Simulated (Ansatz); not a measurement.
Runs of Ansatz 0.2.0 on Mg. Symmetry: I4/mmm, No. 139, tetragonal system. The conventional cell has a = 3.672 Å, b = 3.672 Å, c = 3.359 Å, α = 90.00°, β = 90.00°, γ = 90.00°. Around Mg (site symmetry 4/mmm) lie 10 Mg at 3.09 to 3.36 Å. This isn't the form of Mg at room conditions, which is hcp.

```tsv
level	gap on the mesh (eV)	pressure (GPa)	relaxed volume (Å³/atom)
RPBE	none	0.0	(b)
BLYP	none	0.0	23.68
PBE	none	0.0	(a)
LDA	none	0.0	21.51
PBEsol	none	0.0	22.41
revPBE	none	0.0	23.46
```

Alike in all rows: task relaxation of cell and atoms; potentials or basis Ansatz PAW; no spin polarisation; cell relaxed; k mesh 11 × 11 × 11; cutoff (eV) 420; smearing fermi-dirac 0.05 eV.

Problem. Fill in the values left out.

Solution. (a) 22.83; (b) 23.60.

Caveats: the plane-wave basis is chosen anew once the cell has moved, so the energies of steps on either side of that aren't comparable; the PAW data sets come from PBE, with cores solved anew for the run's functional, which leaves a small shift of forces and pressure (some runs).

A gap of «none» marks a metal or a gap under the smearing width.
